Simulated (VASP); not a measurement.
# Mg (P6/mmm) in VASP: further runs, part 2 of 2

VASP 6.6.1. Earlier steps stand in the parts before.

### Step 4. Single point, r2SCAN

File INCAR:

```
ADDGRID = False
ALGO = Normal
EDIFF = 1E-6
ENCUT = 400
ISIF = 2
ISMEAR = 1
LASPH = True
LCHARG = False
LMIXTAU = True
LREAL = False
LWAVE = False
METAGGA = R2SCAN
NELM = 100
PREC = Accurate
SIGMA = 0.2
```

File KPOINTS:

```
k-points
0
Gamma
  13 13 11
```

File POSCAR:

```
Mg
1.0
    3.1430880000     -0.0084060000     -0.0278050000
   -1.5788240000      2.6046760000      0.0276970000
   -0.0277550000      0.0158990000      3.0020770000
Mg
1
Direct
   -0.0144770000      0.0117080000      0.0082640000
```

Potentials or basis: VASP PAW PBE potentials, release 64 (Mg).

The run is started by

```sh
> cat potpaw_PBE.64/Mg/POTCAR > POTCAR
> mpirun -np 1 vasp_std > vasp.out
```

OUTCAR:

```text
EDIFF = 1E-6
   ENCUT = 400
   ISIF = 2
   ISMEAR = 1
   LASPH = True
   LREAL = False
   METAGGA = R2SCAN
   NELM = 100
   PREC = Accurate

 Found    930 irreducible k-points:

 Following reciprocal coordinates:
            Coordinates               Weight
  0.000000  0.000000  0.000000      1.000000
  0.076923 -0.000000 -0.000000      2.000000
  0.153846  0.000000 -0.000000      2.000000
  0.230769  0.000000  0.000000      2.000000
  0.307692  0.000000 -0.000000      2.000000
  0.384615  0.000000 -0.000000      2.000000
   k-points           NKPTS =    930   k-points in BZ     NKDIM =    930   number of bands    NBANDS=      5
   number of dos      NEDOS =    301   number of ions     NIONS =      1
   total plane-waves  NPLWV =   9600
   dimension x,y,z NGX =    24 NGY =   20 NGZ =   20
   dimension x,y,z NGXF=    48 NGYF=   40 NGZF=   40
   ions per type =               1
   NGX,Y,Z   is equivalent  to a cutoff of  12.69, 10.92, 11.07 a.u.
   NGXF,Y,Z  is equivalent  to a cutoff of  25.39, 21.83, 22.15 a.u.
 SYSTEM =  unknown system
   PREC   = accura    normal or accurate (medium, high low for compatibility)
   ISTART =      0    job   : 0-new  1-cont  2-samecut
   ICHARG =      2    charge: 1-file 2-atom 10-const
   ISPIN  =      1    spin polarized calculation?
   LNONCOLLINEAR =      F non collinear calculations
   LSORBIT =      F    spin-orbit coupling
   LASPH  =      T    aspherical Exc in radial PAW
   ENCUT  =  400.0 eV  29.40 Ry    5.42 a.u.   5.13  4.97  4.90*2*pi/ulx,y,z
   NELM   =    100;   NELMIN=  2; NELMDL= -5     # of ELM steps
   EDIFF  = 0.1E-05   stopping-criterion for ELM
   LREAL  =      F    real-space projection
   EDIFFG = 0.1E-04   stopping-criterion for IOM
   NSW    =      0    number of steps for IOM
   IBRION =     -1    ionic relax: 0-MD 1-quasi-New 2-CG
   NFREE  =      0    steps in history (QN), initial steepest desc. (CG)
   ISIF   =      2    stress and relaxation
   ISYM   =      2    0-nonsym 1-usesym 2-fastsym
   POTIM  = 0.5000    time-step for ionic-motion
   TEBEG  =    0.0;   TEEND  =   0.0 temperature during run
   PSTRESS=    0.0 pullay stress
   NELECT =       2.0000    total number of electrons
   NUPDOWN=      -1.0000    fix difference up-down
   EMIN   =  10.00;   EMAX   =-10.00  energy-range for DOS
   EFERMI =   0.00;   METHOD = LEGACY
   ISMEAR =     1;   SIGMA  =   0.20  broadening in eV -4-tet -1-fermi 0-gaus
   EFERMI_NEDOS =   21; number of points for ismear=-14 and -15
   IALGO  =     38    algorithm
   IMIX   =      4    mixing-type and parameters
     AMIX     =   0.40;   BMIX     =  1.00
     AMIX_MAG =   1.60;   BMIX_MAG =  1.00
  volume/ion in A,a.u.               =      24.53       165.57
  Fermi-wavevector in a.u.,A,eV,Ry     =   0.709836  1.341396  6.855535  0.503868
  Thomas-Fermi vector in A             =   1.796524
   LORBIT       =      0    0 simple, 1 ext, 2 COOP (PROOUT), +10 PAW based schemes
   METAGGA = R2SCAN    functional components
   LHFCALC =     F    Hartree Fock is set to
   AEXX    =    0.0000 exact exchange contribution
   IVDW    =     0    specifies the selected vdW correction
   LEPSILON=     F    determine dielectric tensor
   LRPA    =     F    only Hartree local field effects (RPA)
 non-spin polarized calculation
 Methfessel and Paxton  Order N= 1 SIGMA  =   0.20
  energy-cutoff  :      400.00
  volume of cell :       24.53
 maximum number of plane-waves:       457
 NGX is ok and might be reduce to    24
   NGX = 11   NGY =  9   NGZ =  9

 number of electron       2.0000000 magnetization

 Free energy of the ion-electron system (eV)
  ---------------------------------------------------
  ext. energy  EPLUGINS =         0.00000000
  ---------------------------------------------------
  free energy    TOTEN  =        -3.86343123 eV

  energy without entropy =       -3.86326493  energy(sigma->0) =       -3.86337579

 E-fermi :   2.3216     XC(G=0):  -8.8394

 val. band max:        2.3117296052   @ k =  -0.2308  -0.3846   0.0909
 cond. band min:       2.3220350513   @ k =  -0.3846  -0.3846   0.1818
 fundamental gap:      0.0103054461
 Fermi energy:         2.3215638550

 k-point     1 :       0.0000    0.0000    0.0000
  band No.  band energies     occupation
      1      -4.8364      2.00000
      2      11.0960      0.00000
      3      12.2538      0.00000
      4      14.9008      0.00000
      5      16.1161      0.00000

 k-point     2 :       0.0769   -0.0000   -0.0000
  band No.  band energies     occupation
      1      -4.7036      2.00000
      2      11.0131      0.00000
      3      12.3643      0.00000
      4      13.2514      0.00000
      5      14.8825      0.00000

 k-point     3 :       0.1538    0.0000   -0.0000
  band No.  band energies     occupation
      1      -4.3064      2.00000
      2       9.9652      0.00000
      3      11.8052      0.00000
      4      12.6961      0.00000
      5      13.8508      0.00000

 k-point     4 :       0.2308    0.0000    0.0000
  band No.  band energies     occupation
      1      -3.6479      2.00000
      2       7.7207      0.00000
      3      11.5862      0.00000
      4      13.0297      0.00000
      5      13.2482      0.00000

 k-point     5 :       0.3077    0.0000   -0.0000
  band No.  band energies     occupation
      1      -2.7333      2.00000
      2       5.4697     -0.00000
      3      11.4464      0.00000
      4      12.3978      0.00000
      5      14.0165      0.00000

 k-point     6 :       0.3846    0.0000   -0.0000
  band No.  band energies     occupation
      1      -1.5714      2.00000
      2       3.3957     -0.00000
      3      11.3032      0.00000
      4      11.9439      0.00000
      5      14.9989      0.00000

 [... further k-points ...]
[... 5 lines left out ...]
  --------------------------------------------------------------------------------------
  -------------------------------------------------------------------------------------
  Total       -0.1281464      0.1828733      0.0516094      0.0163530      0.0425041     -0.0627751
  in kB       -8.3682959     11.9421110      3.3702324      1.0678972      2.7756268     -4.0993790
  external PRESSURE =       2.3146825 kB  Pullay stress =       0.0000000 kB

 VOLUME and BASIS-vectors are now :
 -----------------------------------------------------------------------------
  energy-cutoff  :      400.00
  volume of cell :       24.53
      direct lattice vectors                 reciprocal lattice vectors
     3.143088000 -0.008406000 -0.027805000     0.318692044  0.193154686  0.001923445
    -1.578824000  2.604676000  0.027697000     0.001010546  0.384559010 -0.002027282
    -0.027755000  0.015899000  3.002077000     0.002942377 -0.001758937  0.333139234

 POSITION                                       TOTAL-FORCE (eV/Angst)
 -----------------------------------------------------------------------------------
      3.07887      0.02234     -0.00227         0.000000      0.000000      0.000000
 -----------------------------------------------------------------------------------
    total drift:                               -0.000314      0.000023      0.000253

  FREE ENERGIE OF THE ION-ELECTRON SYSTEM (eV)
  ---------------------------------------------------
  free  energy   TOTEN  =        -3.8634312251 eV

  energy  without entropy=       -3.8632649282  energy(sigma->0) =       -3.86337579
```

OSZICAR:

```text
N       E                     dE             d eps       ncg     rms          rms(c)
DAV:   1    -0.330938248701E+01   -0.33094E+01   -0.65638E+02 10300   0.212E+02
DAV:   2    -0.392789216407E+01   -0.61851E+00   -0.57235E+00 12125   0.137E+01
DAV:   3    -0.393151617253E+01   -0.36240E-02   -0.36201E-02 12200   0.123E+00
[... 12 lines left out ...]
DAV:  16    -0.386342381771E+01    0.87493E-05   -0.22326E-05  9525   0.274E-02    0.183E-02
DAV:  17    -0.386342222505E+01    0.15927E-05   -0.43083E-07  8420   0.511E-03    0.184E-02
DAV:  18    -0.386343319113E+01   -0.10966E-04   -0.22575E-05  9685   0.347E-02    0.103E-02
DAV:  19    -0.386343171375E+01    0.14774E-05   -0.21020E-06  9450   0.139E-02    0.637E-03
DAV:  20    -0.386343122509E+01    0.48866E-06   -0.19570E-06  9610   0.140E-02
   1 F= -.38634312E+01 E0= -.38633758E+01  d E =-.166297E-03
```

stdout:

```text
POSCAR found type information on POSCAR Mg
 POSCAR found :  1 types and       1 ions
 scaLAPACK will be used
 -----------------------------------------------------------------------------
|                                                                             |
|                                                                             |
|     You enforced a specific xc type in the INCAR file but a different       |
|     I HOPE YOU KNOW WHAT YOU ARE DOING!                                     |
|                                                                             |
 -----------------------------------------------------------------------------

 LDA part: xc-table for (None), standard interpolation
 POSCAR, INCAR and KPOINTS ok, starting setup
 FFT: planning ... GRIDC
 FFT: planning ... GRID_SOFT
 FFT: planning ... GRID
 WAVECAR not read
 entering main loop
```

Wall time 96 s (1 thread of Intel Xeon 6975P-C (Granite Rapids), shared host); peak memory 0.21 GiB.

The run converged, but some of its settings lie outside the range that counts as converged, so its numbers aren't taken as properties of the crystal.

What came out:

```yaml
Free_energy: -3.8634 eV
Pressure: 0.2 GPa
Band_gap_on_the_k_mesh: none (metal or under the smearing width)
```

Caveat: the PAW data sets were made with another functional, which shifts forces and pressure a little.
